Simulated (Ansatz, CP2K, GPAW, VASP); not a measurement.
One calculation of Be, 4 ways

```xyz
2
Lattice="2.2853 0.0000 0.0000 -1.1426 1.9791 0.0000 0.0000 0.0000 3.5842" Properties=species:S:1:pos:R:3 pbc="T T T"
Be    1.1427    0.6597    2.6882
Be    0.0000    1.3194    0.8961
```

Alike in all runs: task single point; functional PBE; k mesh 13 × 13 × 8; occupations gaussian, width 0.1 eV; no spin polarisation; no spin-orbit coupling. Pressure is positive in compression and, in plane waves, holds the error of the finite cutoff.

```csv
program and potentials,plane-wave cutoff (eV),notes,pressure (GPa)
"VASP, PBE PAW files Be, release 54, 520 eV",520,2 valence electrons an atom on average,?
"CP2K, POTENTIAL_UZH Be GTH-PBE-q4; TZVP-MOLOPT-PBE-GTH basis",-,atomic basis; 4 valence electrons an atom on average,-2.17
"GPAW, GPAW PAW data sets (gpaw-data 1.2.1)",800,2 valence electrons an atom on average,-1.32
"Ansatz, all-electron LAPW, scalar-relativistic",-,-,-2.84
```

Q: Estimate from the other rows what the run with VASP, PBE PAW files Be, release 54, 520 eV gave.

A: Pressure -2.67 GPa. The other rows, which needn't bracket it: pressure -2.84 to -1.32.
